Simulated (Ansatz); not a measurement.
CsH (Fm-3m) from a database structure, relaxed with r2SCAN: the symmetry is Fm-3m (No. 225, cubic); a = 6.378 Å in the conventional setting, 32.44 Å³ an atom. Cs has 6 H at 3.19 Å; H has 6 Cs at 3.19 Å. One-shot G0W0@r2SCAN in the plane-wave code Ansatz on a 6×6×6 mesh (contour deformation, no spin-orbit coupling), from an r2SCAN gap of 2.682 eV over the mesh points (the G0W0 gap is direct on the mesh); the number N of bands summed and the screening cutoff rise together. The values are computed, spin-unpolarised, and not measurements.

```
  N  cutoff (eV)  1000/N  G0W0 gap (eV)
198          120   5.051          4.475
485          220   2.062          4.544
```

Q: Lay a straight line in 1000/N through these rows.

A: The slope is -0.0231 eV per unit of 1000/N and the intercept 4.592 eV.

Q: Predict the gap at N = 888 (300 eV).

A: 4.592 + (-0.0231) × 1.126 = 4.566 eV; the run gives 4.563 eV, -0.003 eV from the line.

Q: With that run's result added, what limit do the last two rows suggest?

A: Their slope is (4.563 − 4.544)/(1.126 − 2.062) = -0.0203, which meets 1/N = 0 at 4.59 eV, against 4.592 eV from the first line. The slope flattens, so the first line overshoots; the k mesh isn't extrapolated.

Spin-orbit coupling is left out.
